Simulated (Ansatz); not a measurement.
BN (Fmm2), one atom moved over a plane

These are results of DFT PBEsol, scalar-relativistic, plane waves, PAW (Ansatz 0.2.0), not measurements. Settings: plane waves to 420 eV, k-mesh 12×12×12 (Γ-centred), Gaussian smearing 0.05 eV. No spin polarisation. Energies are free energies at this smearing, counted from the undisturbed cell; pressure is positive in compression.

The undisturbed cell (as given, not relaxed at this level; it stands at 0.6 GPa; this form isn't the usual structure):

```yaml
crystal:
  lattice:
    - [0.00000, 3.49532, 2.16609]
    - [1.25163, 0.00000, 2.16609]
    - [1.25163, 3.49532, 0.00000]
  atoms:
    - { symbol: B, position: [0.00005, 0.00005, 0.99995] }
    - { symbol: N, position: [0.66665, 0.66665, 0.33335] }
```

The cell holds layers and no dispersion correction was added, so their binding is poorly described.

Atom 1 (B) is moved by p along (0.707, 0.707, 0.000) and q along (0.000, 0.000, 1.000) (Å), all else fixed. Points are written (p, q).

p was sampled at -0.200, -0.100, 0.000, 0.100, 0.200 and q at -0.200, -0.100, 0.000, 0.100, 0.200.

Q: Where on the computed points is the energy highest, and how high?

A: At (-0.200, 0.200), (0.200, 0.200): 1.45 eV/cell.

Q: Away from (0, 0), which computed point is lowest?

A: (-0.100, 0.000), (0.100, 0.000): 0.14 eV/cell.

The map, in eV/cell:

```
 p \ q  -0.200  -0.100  0.000  0.100  0.200
-0.200    1.27    0.63   0.53   0.85   1.45
-0.100    1.10    0.34   0.14   0.35   0.86
 0.000    1.05    0.23   0.00   0.19   0.66
 0.100    1.10    0.34   0.14   0.35   0.86
 0.200    1.27    0.63   0.53   0.85   1.45
```

Cost: 15 runs of about 2.3 core-minutes in all, on Arm Neoverse V2 (shared hosts).